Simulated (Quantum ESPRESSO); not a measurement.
**Moving the pressure in Pt**

The cell as given:

```
CELL_PARAMETERS angstrom
0.00000 1.96090 1.96090
1.96090 0.00000 1.96090
1.96090 1.96090 0.00000
ATOMIC_POSITIONS crystal
Pt 0.00000 0.00000 0.00000
```

Kept alike: task relaxation of cell and atoms; functional PBE; k mesh 12 × 12 × 12; occupations fermi-dirac, width 0.05 eV; no spin polarisation. Program: Quantum ESPRESSO, SSSP 1.3 efficiency PBE, cutoff 857 eV. The mesh is that of the run's cell of 1 atom. No spin-orbit coupling.

```csv
"pressure, P (GPa)",volume (Å³/atom)
0,15.590
2,15.469
5,15.299
10,15.039
20,?
30,14.209
```

The relaxations keep at least the cell's symmetry (Fm-3m). For a metal such a mesh leaves the last digits unconverged. The runs follow the start's structure, whether or not it is the stable one at these pressures. P is the pressure aimed at, which the runs meet within some hundredths to tenths of a GPa.

Q: Fit the rows shown and predict the run at 20 GPa.

A: Murnaghan's form V = V0 (1 + B′P/B0)^(-1/B′) through the rows shown has V0 = 15.5896, B0 = 253.4 GPa and B′ = 5.07 (largest miss 0.0004); at P = 20 it gives 14.588 Å³/atom. The run gave: volume 14.590 Å³/atom.
